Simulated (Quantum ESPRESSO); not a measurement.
# Al2O3 (R-3c) in Quantum ESPRESSO: notebook, part 3 of 4

Quantum ESPRESSO 7.5. The steps go on from the part before.

## Step 4: Phonons, PBE

File pw.in:

```
&CONTROL
  calculation = 'scf'
  prefix = 'pwscf'
  outdir = './tmp'
  pseudo_dir = './pseudo'
  tprnfor = .true.
  tstress = .true.
  disk_io = 'low'
/
&SYSTEM
  ibrav = 0
  celldm(1) = 8
  nat = 10
  ntyp = 2
  ecutwfc = 84
  nbnd = 33
  occupations = 'smearing'
  smearing = 'fd'
  degauss = 0.00146997
/
&ELECTRONS
  conv_thr = 2d-09
  electron_maxstep = 120
  mixing_beta = 0.5
/
ATOMIC_SPECIES
Al    26.9815 Al.upf
O     15.9990 O.upf
CELL_PARAMETERS alat
  0.5622525760176   0.3246166761072   1.0232552010573
 -0.5622525760176   0.3246166761072   1.0232552010573
  0.0000000000000  -0.6492333522380   1.0232552010573
ATOMIC_POSITIONS crystal
Al     0.3521600000    0.3521600000    0.3521600000
Al     0.1478400000    0.1478400000    0.1478400000
Al     0.6478400000    0.6478400000    0.6478400000
Al     0.8521600000    0.8521600000    0.8521600000
O      0.5566800000    0.9433200000    0.2500000000
O      0.2500000000    0.5566800000    0.9433200000
O      0.9433200000    0.2500000000    0.5566800000
O      0.4433200000    0.0566800000    0.7500000000
O      0.7500000000    0.4433200000    0.0566800000
O      0.0566800000    0.7500000000    0.4433200000
K_POINTS automatic
4 4 4 0 0 0
```

File relax.in:

```
&CONTROL
  calculation = 'vc-relax'
  prefix = 'pwscf'
  outdir = './tmp'
  pseudo_dir = './pseudo'
  tprnfor = .true.
  tstress = .true.
  disk_io = 'low'
  nstep = 40
  forc_conv_thr = 0.0001
  etot_conv_thr = 1d-06
/
&SYSTEM
  ibrav = 0
  celldm(1) = 8
  nat = 10
  ntyp = 2
  ecutwfc = 84
  nbnd = 33
  occupations = 'smearing'
  smearing = 'fd'
  degauss = 0.00146997
/
&ELECTRONS
  conv_thr = 2d-09
  electron_maxstep = 120
  mixing_beta = 0.5
/
&IONS
  ion_dynamics = 'bfgs'
/
&CELL
  cell_dynamics = 'bfgs'
  press = 0
  press_conv_thr = 0.2
/
ATOMIC_SPECIES
Al    26.9815 Al.upf
O     15.9990 O.upf
CELL_PARAMETERS alat
  0.5622525760165   0.3246166761117   1.0232552010586
 -0.5622525760165   0.3246166761117   1.0232552010586
 -0.0000000000000  -0.6492333522353   1.0232552010548
ATOMIC_POSITIONS crystal
Al     0.3521600000    0.3521600000    0.3521600000
Al     0.1478400000    0.1478400000    0.1478400000
Al     0.6478400000    0.6478400000    0.6478400000
Al     0.8521600000    0.8521600000    0.8521600000
O      0.5566800000    0.9433200000    0.2500000000
O      0.2500000000    0.5566800000    0.9433200000
O      0.9433200000    0.2500000000    0.5566800000
O      0.4433200000    0.0566800000    0.7500000000
O      0.7500000000    0.4433200000    0.0566800000
O      0.0566800000    0.7500000000    0.4433200000
K_POINTS automatic
4 4 4 0 0 0
```

File scf2.in:

```
&CONTROL
  calculation = 'scf'
  prefix = 'pwscf'
  outdir = './tmp'
  pseudo_dir = './pseudo'
  tprnfor = .true.
  tstress = .true.
  disk_io = 'low'
/
&SYSTEM
  ibrav = 0
  celldm(1) = 8
  nat = 10
  ntyp = 2
  ecutwfc = 84
  nbnd = 33
  occupations = 'fixed'
/
&ELECTRONS
  conv_thr = 1d-13
  electron_maxstep = 120
  mixing_beta = 0.5
  startingpot = 'file'
  startingwfc = 'file'
/
ATOMIC_SPECIES
Al    26.9815 Al.upf
O     15.9990 O.upf
CELL_PARAMETERS alat
  0.5669424997081   0.3273244048176   1.0314063706453
 -0.5669424997081   0.3273244048176   1.0314063706453
  0.0000000000000  -0.6546488096470   1.0314063706415
ATOMIC_POSITIONS crystal
Al     0.3520490829    0.3520490829    0.3520490829
Al     0.1479509171    0.1479509171    0.1479509171
Al     0.6479509171    0.6479509171    0.6479509171
Al     0.8520490829    0.8520490829    0.8520490829
O      0.5560385002    0.9439614998    0.2500000000
O      0.2500000000    0.5560385002    0.9439614998
O      0.9439614998    0.2500000000    0.5560385002
O      0.4439614998    0.0560385002    0.7500000000
O      0.7500000000    0.4439614998    0.0560385002
O      0.0560385002    0.7500000000    0.4439614998
K_POINTS automatic
4 4 4 0 0 0
```

File ph.in:

```
phonons of Al2O3
&INPUTPH
  prefix = 'pwscf'
  outdir = './tmp'
  tr2_ph = 1d-18
  fildyn = 'dyn'
  niter_ph = 90
  alpha_mix(1) = 0.7
  epsil = .true.
/
0.0000000000 0.0000000000 0.0000000000
```

File dynmat.in:

```
&INPUT
  fildyn = 'dyn'
  asr = 'crystal'
  lperm = .true.
  filout = 'dynmat.disp'
  fileig = 'dynmat.eig'
/
```

File dynmat_lo.in:

```
&INPUT
  fildyn = 'dyn'
  asr = 'crystal'
  filout = 'dynmat_lo.disp'
  fileig = 'dynmat_lo.eig'
  q(1) = 0
  q(2) = 0
  q(3) = 1
/
```

Potentials or basis: PseudoDojo 0.4.1 SR PBE standard.

The run is started by

```
OMP_NUM_THREADS=1 mpirun -n 8 pw.x -nk 2 -in pw.in > pw.out
OMP_NUM_THREADS=1 mpirun -n 8 pw.x -nk 2 -in relax.in > relax.out
OMP_NUM_THREADS=1 mpirun -n 8 pw.x -nk 2 -in scf2.in > scf2.out
OMP_NUM_THREADS=1 mpirun -n 8 ph.x -nk 2 -in ph.in > ph.out
OMP_NUM_THREADS=1 mpirun -n 1 dynmat.x -in dynmat.in > dynmat.out
OMP_NUM_THREADS=1 mpirun -n 1 dynmat.x -in dynmat_lo.in > dynmat_lo.out
```

pw.out:

```text
This program is part of the open-source Quantum ESPRESSO suite
     for quantum simulation of materials; please cite
[... 6 lines left out ...]
     using ibrav=0 with symmetry is DISCOURAGED, use correct ibrav instead

     K-points division:     npool     =       2
     Subspace diagonalization in iterative solution of the eigenvalue problem:
     a serial algorithm will be used

     --------------------
     sticks:   dense  smooth     PW     G-vecs:    dense   smooth      PW
     Min         519     519    147                14941    14941    2268
     Max         520     520    148                14942    14942    2269
     Sum        2077    2077    589                59765    59765    9073

     Using Slab Decomposition

     bravais-lattice index     =            0
     lattice parameter (alat)  =       8.0000  a.u.
     unit-cell volume          =     573.7299 (a.u.)^3
     number of atoms/cell      =           10
     number of atomic types    =            2
     number of electrons       =        48.00
     number of Kohn-Sham states=           33
     kinetic-energy cutoff     =      84.0000  Ry
     charge density cutoff     =     336.0000  Ry
     scf convergence threshold =      2.0E-09
     mixing beta               =       0.5000
     number of iterations used =            8  plain     mixing
     Exchange-correlation= PBE
                           (   1   4   3   4   0   0   0)

     celldm(1)=   8.000000  celldm(2)=   0.000000  celldm(3)=   0.000000
     celldm(4)=   0.000000  celldm(5)=   0.000000  celldm(6)=   0.000000
[... 177 lines left out ...]
    15.4872  17.8739  17.9169  18.5004  19.0224  19.2147  19.5893  20.3444
    20.9470

          k =-0.2223 0.6418-0.0814 (  7475 PWs)   bands (ev):

   -10.4276  -9.8013  -9.2080  -9.0274  -8.8803  -8.4897   1.6567   1.9254
     2.1781   2.8938   3.5845   3.6863   4.3750   4.5630   5.2785   5.5481
     6.0096   6.2790   6.3898   6.4875   6.7908   6.9508   7.3125   7.3725
    16.8091  17.5585  17.7063  18.1727  18.2496  18.8031  19.5107  20.3461
    20.6159
[... 59 lines left out ...]
   -10.4503 -10.4503  -8.6937  -8.6937  -8.6937  -8.6937   2.1457   2.1457
     3.2886   3.2886   3.2886   3.2886   3.6588   3.6588   5.4742   5.4742
     5.7252   5.7252   5.7252   5.7252   7.3396   7.3396   7.3396   7.3396
    16.4268  16.4268  18.8507  18.8507  20.2034  20.2034  20.4584  20.4584
    20.4584

     the Fermi energy is    13.0644 ev

!    total energy              =    -218.24128493 Ry
     estimated scf accuracy    <          7.7E-10 Ry
     smearing contrib. (-TS)   =       0.00000000 Ry
     internal energy E=F+TS    =    -218.24128493 Ry

     The total energy is F=E-TS. E is the sum of the following terms:
     one-electron contribution =     -34.97804067 Ry
     hartree contribution      =      53.35120075 Ry
     xc contribution           =     -60.38449870 Ry
     ewald contribution        =    -176.22994631 Ry

     convergence has been achieved in  10 iterations

     Forces acting on atoms (cartesian axes, Ry/au):

     atom    1 type  1   force =     0.00000000   -0.00000000   -0.00200714
     atom    2 type  1   force =    -0.00000000    0.00000000    0.00200714
     atom    3 type  1   force =    -0.00000000    0.00000000    0.00200714
     atom    4 type  1   force =     0.00000000   -0.00000000   -0.00200714
     atom    5 type  2   force =    -0.00192332    0.00000000    0.00000000
     atom    6 type  2   force =     0.00096166   -0.00166564   -0.00000000
     atom    7 type  2   force =     0.00096166    0.00166564    0.00000000
     atom    8 type  2   force =     0.00192332    0.00000000   -0.00000000
     atom    9 type  2   force =    -0.00096166    0.00166564    0.00000000
     atom   10 type  2   force =    -0.00096166   -0.00166564   -0.00000000

     Total force =     0.006189     Total SCF correction =     0.000025

     Computing stress (Cartesian axis) and pressure

          total   stress  (Ry/bohr**3)                   (kbar)     P=       59.86
   0.00042088  -0.00000000  -0.00000000           61.91       -0.00       -0.00
   0.00000000   0.00042088   0.00000000            0.00       61.91        0.00
  -0.00000000   0.00000000   0.00037901           -0.00        0.00       55.75

=------------------------------------------------------------------------------=
   JOB DONE.
=------------------------------------------------------------------------------=
```

Wall time 12 min (8 MPI ranks of Intel Xeon 6975P-C (Granite Rapids), shared host); peak memory 0.72 GiB.

What came out:

- Free energy: -2969.3640 eV
- Relaxed volume: 8.71 Å³/atom
- Relaxed cell: a = 5.172 Å, b = 5.172 Å, c = 5.172 Å, α = 55.30°, β = 55.30°, γ = 55.30°
- Space group after relaxing (to 0.05 Å): R-3c (No. 167)
- Pressure after relaxing: 0.0 GPa
- Band gap on the k mesh: 5.97 eV, direct
- Electronic dielectric tensor (diagonal): 3.23, 3.23, 3.20
- Born charges (mean of the diagonal): Al +2.95; O -1.97 e
- Highest phonon frequency at Γ, LO-TO splitting left out: 723 cm⁻¹
- Static dielectric tensor (diagonal): 9.76, 9.76, 11.97

Step by step:
| step | energy change (eV) | largest force (eV/Å) | pressure (GPa) | volume (Å³) |
| --- | --- | --- | --- | --- |
| 1 | 0.0000 | 0.0516 | 5.99 | 85.02 |
| 2 | -0.0368 | 0.0532 | -1.37 | 87.64 |
| 3 | -0.0392 | 0.0266 | -0.06 | 87.15 |
| 4 | -0.0393 | 0.0121 | 0.02 | 87.12 |
| 5 | -0.0393 | 0.0007 | 0.01 | 87.13 |
| 6 | -0.0393 | 0.0005 | 0.00 | 87.13 |

Final structure:
```
Al O
1.0
     2.40010    1.38570    4.36637
    -2.40010    1.38570    4.36637
     0.00000   -2.77140    4.36637
Al O
4 6
Direct
  0.35205 0.35205 0.35205
  0.14795 0.14795 0.14795
  0.64795 0.64795 0.64795
  0.85205 0.85205 0.85205
  0.55604 0.94396 0.25000
  0.25000 0.55604 0.94396
  0.94396 0.25000 0.55604
  0.44396 0.05604 0.75000
  0.75000 0.44396 0.05604
  0.05604 0.75000 0.44396
```

Levels at points of the mesh, in eV from the valence-band top:
| k point | band 20 | band 21 | band 22 | band 23 | band 24 | band 25 | band 26 | band 27 | band 28 | band 29 |
| --- | --- | --- | --- | --- | --- | --- | --- | --- | --- | --- |
| (0.00, 0.00, 0.00) | -0.46 | -0.46 | -0.03 | -0.03 | 0.00 | 5.97 | 8.99 | 10.48 | 11.36 | 11.36 |
| (0.00, 0.00, -0.50) | -1.28 | -0.85 | -0.85 | -0.25 | -0.25 | 9.22 | 9.22 | 9.45 | 9.45 | 11.66 |
| (0.00, -0.50, -0.50) | -1.25 | -0.96 | -0.87 | -0.70 | -0.23 | 9.46 | 9.56 | 9.70 | 10.23 | 11.00 |
| (-0.50, -0.50, -0.50) | -1.92 | -0.35 | -0.35 | -0.35 | -0.35 | 8.45 | 8.45 | 10.95 | 10.95 | 12.16 |

Phonon frequencies in cm⁻¹ (negative: imaginary):
```csv
q point,frequencies
"(0.000, 0.000, 0.000)",-3 -3 3 291 363 363 368 368 379 400 412 412 420 420 429 429 516 546 546 553 553 556 580 609 609 618 668 722 722 723
```

Electronic dielectric tensor:
```
3.23 0.00 0.00
0.00 3.23 0.00
0.00 0.00 3.20
```

Born effective charge tensors (e):
atom 1, Al
```
 2.96 -0.03  0.00
 0.03  2.96  0.00
 0.00  0.00  2.93
```
atom 2, Al
```
 2.96  0.03  0.00
-0.03  2.96  0.00
 0.00  0.00  2.93
```
atom 3, Al
```
 2.96 -0.03  0.00
 0.03  2.96  0.00
 0.00  0.00  2.93
```
atom 4, Al
```
 2.96  0.03  0.00
-0.03  2.96  0.00
 0.00  0.00  2.93
```
atom 5, O
```
-2.07  0.00  0.00
 0.00 -1.87  0.26
 0.00  0.35 -1.96
```
atom 6, O
```
-1.92  0.09 -0.22
 0.09 -2.02 -0.13
-0.30 -0.18 -1.96
```
atom 7, O
```
-1.92 -0.09  0.22
-0.09 -2.02 -0.13
 0.30 -0.18 -1.96
```
atom 8, O
```
-2.07  0.00  0.00
 0.00 -1.87  0.26
 0.00  0.35 -1.96
```
atom 9, O
```
-1.92  0.09 -0.22
 0.09 -2.02 -0.13
-0.30 -0.18 -1.96
```
atom 10, O
```
-1.92 -0.09  0.22
-0.09 -2.02 -0.13
 0.30 -0.18 -1.96
```

Optical modes at Γ, degenerate ones joined, polar ones without the macroscopic field:
| cm⁻¹ | components | symmetry | active in | IR intensity, summed ((D/Å)²/amu) |
| --- | --- | --- | --- | --- |
| 291 | 1 | A2g | silent | 0.00 |
| 363 | 2 | Eg | Raman | 0.00 |
| 368 | 2 | Eu | IR | 2.60 |
| 379 | 1 | A2u | IR | 41.02 |
| 400 | 1 | A1g | Raman | 0.00 |
| 412 | 2 | Eg | Raman | 0.00 |
| 420 | 2 | Eu | IR | 41.70 |
| 429 | 2 | Eg | Raman | 0.00 |
| 516 | 1 | A2g | silent | 0.00 |
| 546 | 2 | Eu | IR | 78.82 |
| 553 | 2 | Eg | Raman | 0.00 |
| 556 | 1 | A2u | IR | 22.58 |
| 580 | 1 | A1u | silent | 0.00 |
| 609 | 2 | Eu | IR | 4.98 |
| 618 | 1 | A1g | Raman | 0.00 |
| 668 | 1 | A1u | silent | 0.00 |
| 722 | 2 | Eg | Raman | 0.00 |
| 723 | 1 | A2g | silent | 0.00 |

Zone-centre frequencies without and with the macroscopic field along z (cm⁻¹):
|  | optical modes in rising order |
| --- | --- |
| without | 291 363 363 368 368 379 400 412 412 420 420 429 429 516 546 546 553 553 556 580 609 609 618 668 722 722 723 |
| with the field | 291 363 363 368 368 400 412 412 420 420 429 429 487 516 546 546 553 553 580 609 609 618 668 722 722 723 839 |

Static dielectric tensor, electrons and zone-centre modes:
```
 9.76  0.00  0.00
 0.00  9.76  0.00
 0.00  0.00 11.97
```

Caveat: on a mesh that holds Γ this program's dielectric tensor can be off by some percent beyond the error of the mesh.

[end of part 3 of 4]
